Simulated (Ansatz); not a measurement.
Crystal: SiNi2.

```
Ni Si
1.0
     3.83600    0.00000    0.00000
    -1.91800    3.32207    0.00000
     0.00000    0.00000    4.94800
Ni Si
4 2
Direct
  0.66667 0.33333 0.75000
  0.33333 0.66667 0.25000
  0.00000 0.00000 0.50000
  0.00000 0.00000 0.00000
  0.66667 0.33333 0.25000
  0.33333 0.66667 0.75000
```

Below is the output of Ansatz 0.2.0 for this cell. Logs are shortened: lines on timing, memory, paths and dates and some standing lists are left out, and cuts for length are marked.

```text
Warning: RAYON_NUM_THREADS=2 ignored (pool sized by the plan → 2); use --threads N
Engine: ansatz 0.2.0, aarch64-unknown-linux-gnu
Pseudopotentials: kind: paw
Pseudopotential: Ni, paw, valence charge 18, recommended cutoff 420 eV (normal), Ni.paw.azcp
Pseudopotential: Si, paw, valence charge 4, recommended cutoff 420 eV (normal), Si.paw.azcp
Functional definition: PBE
  parameter kappa = 0.804
  parameter beta = 0.06672455060314922
  exchange = pbe_x(kappa = kappa, mu = beta*pi^2/3)
  correlation = pbe_c(beta = beta)
Crystal: 6 atoms, lattice volume = 63.055 Å³
Basis set: ecut = 420 eV, 1229 PW (Γ), exchange–correlation on 54×54×72 points (8 copies of the dense FFT grid, shifted against one another)
Bands: 51, of which v1, the nominal top of the filled ones, is band 40 counted from 1 (39 counted from 0)
Symmetry: 24 space group operations
Space group: P63/mmc (ITA 194), of the structure as read, at distance tolerance 4.0e-5 Å
Magnetic group: BNS 194.263 (UNI 1493), of the structure as read, at distance tolerance 4.0e-5 Å
k-points: 21 of 180
[... 137 lines left out ...]
  atom   2  Ni     0.00000000    -0.00000000    -0.00000000
  atom   3  Ni    -0.00000000    -0.00000000     0.00000000
  atom   4  Ni     0.00000000    -0.00000000     0.00000000
  atom   5  Si     0.00000000     0.00000000     0.00000000
  atom   6  Si     0.00000000    -0.00000000    -0.00000000
  max |Σ_I F_I| component: 3.24e-17 eV/Å
--- Stress (GPa, compression-positive) ---
       10.002579      -0.000000      -0.000000
        0.000000      10.002579      -0.000000
       -0.000000      -0.000000      10.005081
  P = ⅓ Tr σ = 10.0034 GPa (100.034 kbar)
--- Band table (eV; the first three rows and the last of 42) ---
  k-point 0 ↑: bands = ["-85.6398", "-85.6387", "-85.3858", "-85.3723", "-46.1105", "-46.1105", "-46.1062", "-46.1062", "-45.9734", "-45.9695", "-45.8879", "-45.7792", "-45.7792", "-45.7720", "-45.7720", "-45.7453", "5.0500", "9.6021", "11.2955", "12.6825", "12.6825", "13.8760", "13.8760", "13.9397", "14.0566", "14.0566", "14.5983", "14.5983", "15.8806", "15.8806", "16.0184", "16.5412", "16.5412", "16.5664", "16.5664", "16.6576", "17.3231", "17.3231", "18.1161", "20.6963", "20.6963", "20.7205", "20.8522", "20.8522", "21.2446", "22.2868", "22.2868", "23.6733", "26.3495", "26.3495", "27.3349"]
  k-point 1 ↑: bands = ["-85.6396", "-85.6388", "-85.3845", "-85.3736", "-46.1100", "-46.1100", "-46.1066", "-46.1066", "-45.9733", "-45.9700", "-45.8741", "-45.7786", "-45.7786", "-45.7727", "-45.7727", "-45.7589", "5.2972", "8.5872", "12.1388", "12.7345", "12.7345", "13.5395", "13.5395", "13.9751", "14.3329", "14.3329", "14.5951", "14.5951", "15.9480", "16.0310", "16.0310", "16.5437", "16.5437", "16.5512", "16.5512", "16.7003", "17.1981", "17.1981", "18.5575", "20.7313", "20.8773", "20.9167", "20.9167", "20.9609", "20.9609", "22.0137", "22.0137", "24.0453", "24.7034", "24.7034", "27.2611"]
  k-point 2 ↑: bands = ["-85.6394", "-85.6391", "-85.3811", "-85.3770", "-46.1090", "-46.1090", "-46.1076", "-46.1076", "-45.9726", "-45.9713", "-45.8383", "-45.7944", "-45.7768", "-45.7768", "-45.7746", "-45.7746", "6.0226", "7.1682", "12.8950", "12.8950", "13.1570", "13.1693", "13.1693", "13.8186", "14.5316", "14.5316", "14.5895", "14.5895", "15.9834", "16.3762", "16.3831", "16.3831", "16.5236", "16.5236", "16.5676", "16.5676", "16.8685", "16.8685", "19.8588", "20.3981", "21.1259", "21.1259", "21.2362", "21.4961", "21.4961", "21.7653", "21.7653", "23.0185", "23.0185", "23.4276", "25.7189"]
  k-point 20 ↓: bands = ["-85.6389", "-85.6389", "-85.3815", "-85.3772", "-46.1113", "-46.1113", "-46.1101", "-46.1082", "-45.9752", "-45.9752", "-45.8343", "-45.7938", "-45.7795", "-45.7795", "-45.7685", "-45.7685", "8.9078", "8.9078", "11.2187", "11.2187", "11.4774", "12.3736", "13.9266", "13.9266", "14.6712", "14.7433", "15.0105", "15.0105", "15.3718", "15.3718", "15.5362", "15.7105", "16.1854", "16.1854", "16.5584", "16.5584", "16.5828", "16.6493", "16.6493", "16.9824", "17.7850", "17.7850", "22.6963", "22.6963", "24.9090", "24.9090", "25.1767", "25.9100", "26.4093", "26.4093", "26.7921"]
--- Relaxed structure (5 steps of the walk, 5 accepted, 1 SCFs on fresh bases) ---
  F+E_penalty+E_count = -24633.44481393 eV   max|allowed force component| = 1.072e-16 eV/Å   (the final SCF, on the basis selected at the relaxed cell)
  cell:  # Å, volume = 63.2388 Å³
    - [3.8609651542549868, 3.650429800530519e-33, -3.2482638055568177e-34]
    - [-1.9304825771274934, 3.3436939067113225, 5.5088600094624986e-34]
    - [-4.189887724175318e-34, 5.7860354286230575e-34, 4.898481892218017]
  atoms:
    - { symbol: Ni, position: [0.6666666666666667, 0.33333333333333337, 0.7499999999999999] }
    - { symbol: Ni, position: [0.33333333333333337, 0.6666666666666667, 0.25] }
    - { symbol: Ni, position: [-2.2594991625374956e-34, -8.031777396923926e-35, 0.5] }
    - { symbol: Ni, position: [-2.517568521483814e-34, -7.910998789451386e-35, 1.3515070233113516e-37] }
    - { symbol: Si, position: [0.6666666666666667, 0.33333333333333337, 0.25] }
    - { symbol: Si, position: [0.33333333333333337, 0.6666666666666667, 0.7499999999999999] }
```

Question: What input gives this log?

Answer: Relaxation of cell and atoms with PBE, collinear spin, ferromagnetic start. The files as run (others can give the same):

input.yaml
```yaml
crystal:
  lattice:
    - [3.836, 0.0, 0.0]
    - [-1.918, 3.3220734489, 0.0]
    - [0.0, 0.0, 4.948]
  atoms:
    - { symbol: Ni, position: [0.6666666667, 0.3333333333, 0.75], spin: 1.0 }
    - { symbol: Ni, position: [0.3333333333, 0.6666666667, 0.25], spin: 1.0 }
    - { symbol: Ni, position: [0.0, 0.0, 0.5], spin: 1.0 }
    - { symbol: Ni, position: [0.0, 0.0, 0.0], spin: 1.0 }
    - { symbol: Si, position: [0.6666666667, 0.3333333333, 0.25] }
    - { symbol: Si, position: [0.3333333333, 0.6666666667, 0.75] }
hamiltonian:
  xc: pbe
  pseudopotentials: { kind: paw }
magnetization:
  spin_polarized: true
kpoints:
  mp_grid: { grid: [6, 6, 5] }
scf:
  occupations: { method: fermi_dirac, width: 0.05 }
output:
  forces: true
  stress: true
  eigenvalues: true
relax:
  f_tol: 0.01
  max_steps: 40
  cell: { stress_tol: 0.05, p_target: 10.0 }
```

Potentials or basis: Ansatz PAW.
Launch:
```console
$ ansatz run input.yaml --threads 2 --pin off --max-ram 5632MiB --backend cpu --events-out ev --progress --plain --runs-dir out
```

Caveat: the plane-wave basis is chosen anew once the cell has moved, so the energies of steps on either side of that aren't comparable; the starting moments weren't kept.
